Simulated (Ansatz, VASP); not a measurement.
# Te: VASP beside Ansatz

```
Te
1.0
     3.18567    0.00000    0.00000
    -1.59284    2.75887    0.00000
     0.00000    0.00000    2.99822
Te
1
Direct
  0.00000 0.00000 0.00000
```

Alike in both runs: functional PBEsol; k mesh 14 × 14 × 13; occupations fermi-dirac, width 0.1 eV; no spin polarisation.

Ansatz relaxed the structure, and its values are those at the end. VASP's run is a single point on that final structure, the one shown.

|  | VASP | Ansatz |
| --- | --- | --- |
| version | VASP 6.6.1 | Ansatz 0.2.0 |
| potentials or method | VASP PAW PBE potentials, release 64 (Te), cutoff 520 eV | all-electron LAPW, scalar-relativistic |

```tsv
	VASP	Ansatz	Ansatz less VASP
pressure (GPa)	9.0	8.9	-0.08
```

Ansatz ran all-electron here, so the differences hold the error of VASP's frozen core and of both bases.

Caveats: the PAW data sets were made with another functional, which shifts forces and pressure a little (VASP). Spin-orbit coupling is left out, which matters for the levels of Te.
